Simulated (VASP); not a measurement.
H21O10F, 32 atoms in the cell. The cell holds a amorphous, 32 atoms: a = 7.162 Å, b = 7.162 Å, c = 7.162 Å, α = 90.00°, β = 90.00°, γ = 90.00°. The cell was built by a generator and needn't be a form met in nature.

```yaml
Program: VASP 6.6.1
Task: single point
Functional: PBE
Dispersion: D3(BJ)
Potentials_or_basis: VASP PAW PBE potentials, release 64 (O, H, F)
Cutoff: 520 eV
k_mesh: 1 × 1 × 1
Occupations: fermi-dirac, width 0.05 eV
Spin: no spin polarisation
Dipole_correction: no
Further_INCAR_settings: LREAL = Auto; ALGO = Fast; EDIFF = 1e-07; NBANDS = 66
```

Potentials or basis: VASP PAW PBE potentials, release 64 (O, H, F).

Command:

```bash
$ cat potpaw_PBE.64/O/POTCAR potpaw_PBE.64/H/POTCAR potpaw_PBE.64/F/POTCAR > POTCAR
$ mpirun -np 1 vasp_gam > vasp.out
```

Hardware: 1 thread of Intel(R) Xeon(R) 6975P-C (Granite Rapids) (shared host).

**Question.** Estimate the wall time of this run.

**Answer.** It took 30 s on 1 thread of Intel(R) Xeon(R) 6975P-C (Granite Rapids), with other jobs on the host, peak memory 0.41 GiB. Counts: scf iterations 17, k points 1.
